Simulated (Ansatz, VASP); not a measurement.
# Cross-check of ZnO (zincite) between VASP and Ansatz, part 2 of 2

Wanted: the spread between two codes on one cell, functional and k mesh.

VASP 6.6.1 and Ansatz 0.2.0.

So far: The structure; VASP: band structure, HSE06.

### Step 3. Ansatz: band structure, HSE06

Level of this step: Ansatz beside VASP: Kohn-Sham DFT, plane waves, HSE06 (Ansatz).

Ansatz runs on its default PAW (the set named soft_2) files.

The same cell, functional, mesh and smearing now go to Ansatz, which takes its cutoff from its data sets.

Contents of input.yaml:

```yaml
crystal:
  lattice:
    - [3.249308, 0.0, 0.0]
    - [-1.624654, 2.8139832727, 0.0]
    - [0.0, 0.0, 5.205709]
  atoms:
    - { symbol: Zn, position: [0.3333333333, 0.6666666667, 0.5] }
    - { symbol: Zn, position: [0.6666666667, 0.3333333333, 0.0] }
    - { symbol: O, position: [0.6666666667, 0.3333333333, 0.37901] }
    - { symbol: O, position: [0.3333333333, 0.6666666667, 0.87901] }
hamiltonian:
  xc: { exchange: pbe, correlation: pbe, exx: { coeff: 0.25, omega: 0.2 } }
  pseudopotentials: { kind: paw }
kpoints:
  mp_grid: { grid: [5, 5, 3] }
  band_path:
    path:
      - [0.0, 0.0, 0.0]
      - [0.4, 0.0, 0.0]
      - [0.4, 0.2, 0.0]
      - [0.2, 0.2, 0.0]
      - [0.0, 0.0, 0.1]
      - [0.0, 0.0, 0.5]
      - [0.4, 0.0, 0.5]
      - [0.4, 0.2, 0.5]
      - [0.2, 0.2, 0.5]
      - [0.5, 0.0, 0.4]
      - [0.33333, 0.33333, 0.0]
      - [0.33333, 0.33333, 0.5]
    npoints: 1
scf:
  occupations: { method: gaussian, width: 0.02 }
  n_extra_bands: 8
output:
  forces: true
  stress: true
  eigenvalues: true
```

The run is started by

```sh
> ansatz run input.yaml --threads 4 --pin off --max-ram 9216MiB --backend cpu --events-out ev --progress --plain --runs-dir out
```

Numbers of over 12 decimals in the logs are rounded to 6 here.

What it wrote:

```text
Warning: output.stress: scf.convergence.dr2_threshold = 1e-7 eV (the SCF's general default) is looser than the 4e-10 eV advised for a printed stress (1e-10 eV for each atom of the cell: 4). What an SCF threshold leaves in a stress goes as its square root, and in the free energy as the threshold itself, and one threshold admits the most on a small cell: [figures from the program's tests cut] Set scf.convergence.dr2_threshold to 4e-10 eV or tighter. The threshold is an SCF's pass mark: one that does not reach it within its budget of iterations ends unconverged, or closes short of it on a stop that the run arms, and scf.convergence.dr2_threshold's page says what that costs each kind of run
Warning: output.stress: scf.exx.energy_threshold = 1e-6 eV is looser than the 4e-8 eV advised for a stress under a hybrid functional (1e-8 eV for each atom of the cell: 4). Every SCF of the exchange loop can meet its threshold on dr2 while the loop round them stops early: no threshold on dr2 bounds what that leaves in the stress. Set scf.exx.energy_threshold to 4e-8 eV or tighter. The threshold is the loop's pass mark: a loop that does not reach it within its budget of cycles ends unconverged, and scf.exx.energy_threshold's page has the law
scf.n_extra_bands = 8 over 18 filled bands (N_el = 36.0): the run solves 26 bands
Engine: ansatz 0.2.0, x86_64-unknown-linux-gnu
Pseudopotentials: kind: paw
Pseudopotential: Zn, paw, valence charge 12, recommended cutoff 420 eV (normal), Zn.paw.azcp
Pseudopotential: O, paw, valence charge 6, recommended cutoff 420 eV (normal), O.paw.azcp
Functional definition: unnamed
  parameter a_1 = 0.25
  parameter omega_1 = 0.2/angstrom
  exchange = pbe_x + (-a_1)*pbe_x_sr(omega_1) + a_1*exact_x_sr(omega_1)
  correlation = pbe_c
Crystal: 4 atoms, lattice volume = 47.598 Å³
Basis set: ecut = 420 eV, 941 PW (Γ), exchange–correlation on 48×48×72 points (8 copies of the dense FFT grid, shifted against one another)
Bands: 26, of which v1, the nominal top of the filled ones, is band 18 counted from 1 (17 counted from 0)
Symmetry: 12 space group operations
Space group: P63mc (ITA 186), of the structure as read, at distance tolerance 3.6e-5 Å
k-points: 10 of 75 (time reversal used)
Non-local potential: Zn, projectors of the file, l = 0: 2, l = 1: 2, l = 2: 3, l = 3: 1
Non-local potential: O, projectors of the file, l = 0: 2, l = 1: 2, l = 2: 1
PAW form: soft (Blöchl's): semilocal exchange-correlation on the pseudo side does not see the compensation charge
PAW frozen core: Zn, regenerated for the run's functional, and the local potential with it (the file was generated under x = pbe(κ = 0.804, μ = 0.219515), c = pbe(β = 0.066725))
PAW frozen core: O, regenerated for the run's functional, and the local potential with it (the file was generated under x = pbe(κ = 0.804, μ = 0.219515), c = pbe(β = 0.066725))
PAW one-centre angular grid: Zn, 590 points (default); XC on 64 Gauss nodes
PAW one-centre angular grid: O, 110 points (default); XC on 96 Gauss nodes
Initial density: superposition of atomic densities (neutral atoms: chi_scale 0, normalization atom), corrected by the library's trained network
Initial wavefunctions: pseudopotential atomic-orbital guess
Functional: x = pbe(κ = 0.804, μ = 0.219515), c = pbe(β = 0.066725), warm-up for x = pbe(κ = 0.804, μ = 0.219515) + 0.25 (exact − pbe) at short range (hse, ω = 0.2 Å⁻¹), c = pbe(β = 0.066725)
SCF iter   1: F=—  HF=-7773.671058 eV  |F-HF|=—  |Δ(HF+E_count)|=         —  Δρ=2.35e-3  dr2=1.39e-3  ethr=1.77e-3  ⟨swp⟩=9.9  Hψ=1303  notcnv=0
preconditioner: auto → none  [insulator: Δε(μ)=0.825 eV  Ē_g=15.354 eV  σ=0.020 eV  W_gap=1.00  n_scr=22 (ndim 8)  ℏωp=32.3 eV  f_vac=0.035  D(μ)=0.00/eV (n_scr^D=0)]
SCF iter   2: F=—  HF=-7773.670880 eV  |F-HF|=—  |Δ(HF+E_count)|=   1.78e-4  Δρ=1.39e-3  dr2=5.36e-4  ethr=3.87e-6  ⟨swp⟩=4.6  Hψ=912  notcnv=0  defer=1
iter 3 solved again at ethr=2.90e-8 eV; its pass at ethr=1.49e-6 eV (dr2=1.04e-5 eV) is discarded
SCF iter   3: F=-7773.670697 eV  HF=-7773.670630 eV  |F-HF|=6.61e-5  |Δ(HF+E_count)|=   2.49e-4  Δρ=2.74e-4  dr2=1.06e-5  ethr=2.90e-8  ⟨swp⟩=2.1  Hψ=1103  notcnv=0
SCF 1 stopped early in 3 iterations: F = -7773.670697 eV  dr2 = 1.06e-5
  greatest PAW one-centre occupation: 0.987 electrons in one spin orbital (limit 2), on the Zn atom at site 1 (counted from 0), in its partial waves of l = 2
Initial density: handed on by an earlier stage of this run
Initial wavefunctions: those handed on with the density
Functional: x = pbe(κ = 0.804, μ = 0.219515) + 0.25 (exact − pbe) at short range (hse, ω = 0.2 Å⁻¹), c = pbe(β = 0.066725)
Exchange kernel: α = 0.2500, screened, ω = 0.2000 Å⁻¹, Wigner–Seitz truncation, v(0) = 1110.1596 eV·Å³, q-mesh 5×5×3, nearest image of the exchange supercell L = 15.62 Å, pair-density grid 18×18×30, without the augmentation charges, whose exchange is taken in its separable form by FFT convolution over the k-point mesh (sized by the pseudopotential files, 20×20×36 at the most), smooth part of the exact exchange by density-matrix convolution
Frozen-core exchange: fock
SCF iter   1: F=—  HF=-7773.460790 eV  |F-HF|=—  |Δ(HF+E_count)|=         —  Δρ=2.66e-2  dr2=1.83e-1  ethr=2.94e-7  ⟨swp⟩=6.4  Hψ=1351  notcnv=0
preconditioner: auto → none  [insulator: Δε(μ)=2.623 eV  Ē_g=18.460 eV  σ=0.020 eV  W_gap=1.00  n_scr=22 (ndim 8)  ℏωp=32.3 eV  f_vac=0.035  D(μ)=0.00/eV (n_scr^D=0)]
SCF iter   2: F=—  HF=-7773.403442 eV  |F-HF|=—  |Δ(HF+E_count)|=   5.73e-2  Δρ=4.53e-3  dr2=7.36e-3  ethr=2.94e-7  ⟨swp⟩=5.0  Hψ=1115  notcnv=0
SCF iter   3: F=—  HF=-7773.418430 eV  |F-HF|=—  |Δ(HF+E_count)|=   1.50e-2  Δρ=5.83e-3  dr2=8.08e-3  ethr=2.94e-7  ⟨swp⟩=5.0  Hψ=998  notcnv=0
SCF iter   4: F=—  HF=-7773.417201 eV  |F-HF|=—  |Δ(HF+E_count)|=   1.23e-3  Δρ=2.22e-3  dr2=1.04e-3  ethr=2.94e-7  ⟨swp⟩=4.0  Hψ=791  notcnv=0
SCF iter   5: F=—  HF=-7773.418457 eV  |F-HF|=—  |Δ(HF+E_count)|=   1.26e-3  Δρ=1.13e-3  dr2=3.91e-4  ethr=2.94e-7  ⟨swp⟩=4.0  Hψ=815  notcnv=0
SCF iter   6: F=—  HF=-7773.418337 eV  |F-HF|=—  |Δ(HF+E_count)|=   1.20e-4  Δρ=5.17e-4  dr2=1.24e-4  ethr=2.94e-7  ⟨swp⟩=4.0  Hψ=689  notcnv=0
SCF iter   7: F=-7773.418301 eV  HF=-7773.418303 eV  |F-HF|=1.82e-6  |Δ(HF+E_count)|=   3.44e-5  Δρ=4.23e-5  dr2=1.62e-6  ethr=2.94e-7  ⟨swp⟩=3.0  Hψ=492  notcnv=0
SCF 2 stopped early in 7 iterations: F = -7773.418301 eV  dr2 = 1.62e-6
  Residual-converged pass: ⟨swp⟩=3.8  Hψ=787  notcnv=0  max |occ|·‖R‖ = 6.2e-6 eV (tolerance 6.7e-6 eV)  dr2=1.53e-6  dr2_onsite=5.15e-8  max |Δocc| = 0.0e0
  greatest PAW one-centre occupation: 0.989 electrons in one spin orbital (limit 2), on the Zn atom at site 1 (counted from 0), in its partial waves of l = 2
hybrid outer 1: dexx = +2.395e-2 eV, tail = 9.29e-5 eV
Exchange kernel: α = 0.2500, screened, ω = 0.2000 Å⁻¹, Wigner–Seitz truncation, v(0) = 1110.1596 eV·Å³, q-mesh 5×5×3, nearest image of the exchange supercell L = 15.62 Å, pair-density grid 18×18×30, without the augmentation charges, whose exchange is taken in its separable form by FFT convolution over the k-point mesh (sized by the pseudopotential files, 20×20×36 at the most), smooth part of the exact exchange by density-matrix convolution
Frozen-core exchange: fock
SCF iter   1: F=—  HF=-7773.417048 eV  |F-HF|=—  |Δ(HF+E_count)|=         —  Δρ=1.39e-4  dr2=7.03e-6  ethr=1.29e-6  ⟨swp⟩=3.2  Hψ=585  notcnv=0
preconditioner: auto → none  [insulator: Δε(μ)=2.548 eV  Ē_g=18.201 eV  σ=0.020 eV  W_gap=1.00  n_scr=22 (ndim 8)  ℏωp=32.3 eV  f_vac=0.050  D(μ)=0.00/eV (n_scr^D=0)]
SCF iter   2: F=—  HF=-7773.417049 eV  |F-HF|=—  |Δ(HF+E_count)|=   9.42e-7  Δρ=1.85e-5  dr2=3.31e-7  ethr=1.42e-8  ⟨swp⟩=4.0  Hψ=697  notcnv=0
SCF iter   3: F=—  HF=-7773.417050 eV  |F-HF|=—  |Δ(HF+E_count)|=   1.45e-6  Δρ=1.89e-5  dr2=1.11e-7  ethr=2.16e-10  ⟨swp⟩=4.0  Hψ=898  notcnv=0
SCF iter   4: F=—  HF=-7773.417050 eV  |F-HF|=—  |Δ(HF+E_count)|=   2.83e-8  Δρ=2.18e-6  dr2=5.34e-9  ethr=2.16e-10  ⟨swp⟩=3.0  Hψ=548  notcnv=0
SCF iter   5: F=-7773.417050 eV  HF=-7773.417050 eV  |F-HF|=3.88e-9  |Δ(HF+E_count)|=   2.61e-8  Δρ=3.58e-6  dr2=4.09e-9  ethr=3.13e-12  ⟨swp⟩=4.0  Hψ=778  notcnv=0
SCF 3 converged in 5 iterations: F = -7773.417050 eV  dr2 = 4.09e-9
  Residual-converged pass: ⟨swp⟩=2.3  Hψ=443  notcnv=0  max |occ|·‖R‖ = 6.2e-7 eV (tolerance 6.3e-7 eV)  dr2=4.09e-9  dr2_onsite=1.04e-9  max |Δocc| = 0.0e0
hybrid outer 2: dexx = +1.393e-6 eV, tail = 3.81e-8 eV, Δε = 5.09e-3 eV (about 1.31e-4 eV left of the loop's levels), ΔF = 6.58e-4 eV/Å (tail 2.71e-4)
NSCF: frozen V_eff on 12 k-points
hybrid SCF converged: 2 outer / 12 inner (+3 warm-up), last move |dexx| = 1.39e-6 eV, tail = 3.81e-8 eV
Stability not checked: this state was not tested for a lower state beside it, because the functional holds exact exchange (a hybrid, or Hartree-Fock), whose exchange loop this test does not read (fock_operator; see scf.lower_state_search)
Free energy (F): -7773.417050 eV
Frozen-core exchange: fock
Harris-Foulkes:  -7773.417050 eV  (|F-HF|=3.88e-9)
Internal energy: -7773.417050 eV  (E = F + TS)
E sigma→0 (E₀):  -7773.417050 eV
Fermi energy:    7.195312 eV
--- Per-component energies (eV) ---
  E_band       = -8.736819
  E_kinetic    = 613.182236
  E_local      = -4024.419642  (includes V_loc(G=0)·N_el)
  E_nonlocal   = 1341.678076
  E_hartree    = 1664.954697
  E_xc         = -333.569824
  E_vxc        = -230.372379  (∫ρ·V_xc dr)
  E_exx        = -123.285628  (= α·E_x^exact, valence–valence)
  E_paw        = -3950.597903  (= ΣΔE_a)
  E_vpaw       = -792.150995  (= ΣTr[D̂ρ^β])
  E_aug_tail   = 0.004209  (compensation charges beyond the density's cutoff)
  E_ewald      = -2962.594745
  E_core_change = 1.231476  (= ΣΔE_core)
  E_smearing   = -0.000000  (= −TS)
  E_closure    = -0.000000  (closes the sum)
  Σ components = -7773.417050   (vs F -7773.417050, Δ=-9.09e-13)
--- Forces (eV/Å), atoms counted from 1 ---
  atom   1  Zn    -0.00000000    -0.00000000    -0.07845960
  atom   2  Zn    -0.00000000     0.00000000    -0.07845960
  atom   3  O      0.00000000    -0.00000000     0.07845044
  atom   4  O     -0.00000000     0.00000000     0.07845044
  max |Σ_I F_I| component: 1.83e-5 eV/Å
--- Stress (GPa, compression-positive) ---
        0.063874       0.000000       0.000000
        0.000000       0.063874      -0.000000
       -0.000000      -0.000000       1.381259
  P = ⅓ Tr σ = 0.5030 GPa (5.030 kbar)
--- Band table (eV; the first three rows and the last of 10) ---
  k-point 0: bands = [... 14 lower, 5.0586, 5.8629, 5.9211, 5.9211, 8.4694, 13.1883, 16.3085, 20.9718, ... 4 higher]
  k-point 1: bands = [... 14 lower, 5.2780, 5.2780, 5.7093, 5.7093, 10.0801, 12.2277, 17.1497, 19.6519, ... 4 higher]
  k-point 2: bands = [... 14 lower, 4.5072, 4.5438, 5.5655, 5.6412, 10.3190, 14.6305, 16.1648, 18.3003, ... 4 higher]
  k-point 9: bands = [... 14 lower, 2.9621, 3.9150, 4.2003, 4.6872, 14.4180, 15.0412, 16.1865, 17.0017, ... 4 higher]
```

The job ended after 35 s (4 threads of Intel Xeon Platinum 8259CL at 2.50GHz (Skylake/Cascade Lake), shared host; peak memory 0.87 GiB; 2 min of CPU time).

Reading the cycles: dr2 is the Hartree energy of the density residual (eV), the measure of convergence; HF is the Harris–Foulkes estimate of the energy, which meets the free energy F at convergence.

### Step 4. Comparison

Known differences besides the potentials themselves: exact exchange at q = 0 is treated differently, which shows on coarse meshes; VASP keeps PBE cores, Ansatz makes them for the functional; the cutoff is 420 eV in Ansatz and 520 eV in VASP; VASP takes a coarser grid for exact exchange (PRECFOCK = Fast). Total energies have different zeros and are not compared.

Compared:

```
                     quantity  Ansatz   VASP  difference
gap over the path points (eV)   2.548  2.503      +0.045
```

Forces (eV/Å; atoms numbered as in POSCAR):

```
atom        Ansatz x, y, z          VASP x, y, z
 Zn1  0.000, 0.000, -0.078  0.000, 0.000, -0.082
 Zn2  0.000, 0.000, -0.078  0.000, 0.000, -0.082
  O3   0.000, 0.000, 0.078   0.000, 0.000, 0.082
  O4   0.000, 0.000, 0.078   0.000, 0.000, 0.082
```

Levels at points of the path, from each program's valence-band top (eV; 4 filled, then empty):

```
k (reciprocal lattice)                                   Ansatz                                     VASP
     0.000 0.000 0.000    -0.86 -0.06 0.00 0.00 2.55 7.27 10.39    -0.87 -0.06 0.00 0.00 2.50 7.22 10.36
     0.400 0.000 0.000   -2.91 -2.23 -1.16 -0.77 7.00 9.41 9.59   -2.91 -2.24 -1.16 -0.78 6.97 9.37 9.55
     0.400 0.200 0.000   -3.47 -2.55 -1.71 -1.43 8.86 9.47 9.57   -3.50 -2.56 -1.72 -1.44 8.82 9.44 9.54
     0.200 0.200 0.000  -3.04 -2.25 -0.98 -0.90 6.57 9.71 10.67  -3.03 -2.27 -0.98 -0.91 6.53 9.68 10.63
     0.000 0.000 0.100  -0.84 -0.25 -0.02 -0.02 2.76 7.17 10.46  -0.85 -0.25 -0.02 -0.02 2.72 7.12 10.44
     0.000 0.000 0.500  -0.43 -0.43 -0.43 -0.43 5.30 5.30 12.28  -0.43 -0.43 -0.43 -0.43 5.26 5.26 12.24
     0.400 0.000 0.500  -1.48 -1.48 -1.45 -1.45 7.46 7.46 10.87  -1.48 -1.48 -1.46 -1.46 7.42 7.42 10.83
     0.400 0.200 0.500  -2.48 -2.48 -1.30 -1.30 8.69 8.69 10.74  -2.49 -2.49 -1.31 -1.31 8.65 8.65 10.71
     0.200 0.200 0.500  -1.80 -1.80 -1.34 -1.34 7.62 7.62 11.24  -1.81 -1.81 -1.35 -1.35 7.59 7.59 11.20
     0.500 0.000 0.400  -1.83 -1.76 -1.36 -1.23 7.40 7.90 10.52  -1.84 -1.77 -1.37 -1.24 7.36 7.86 10.49
```

The forces differ by 2.3 meV/Å r.m.s., which is 4.8 % of the r.m.s. force of 0.05 eV/Å (both taken over all components). Among the levels compared at these points, filled levels agree within 26 meV and empty ones within 51 meV.

### Step 5. What came out

| Property | Result |
| --- | --- |
| difference in gap over the path points (band structure, HSE06) | 0.045 eV |

What this shows: The difference in gap over the path points is 0.045 eV (band structure, HSE06), within the 0.08 eV picked in this series as the mark of a large difference. Such differences can come from data sets, numerical settings and the points named under the comparisons, not from the functional's error against experiment.

[Lines on the potential files, build, host, timing and source positions are cut from VASP's logs without a mark.]

[Logs are printed without paths, hosts, clocks, repeated set-up lines and the standing remarks that a program may print on its own settings, such as how far it seeks lower states.]

[Hosts, paths, dates, database ids (printed as entryN), source tags and the programs' standing remarks are cut or masked in the printed files.]
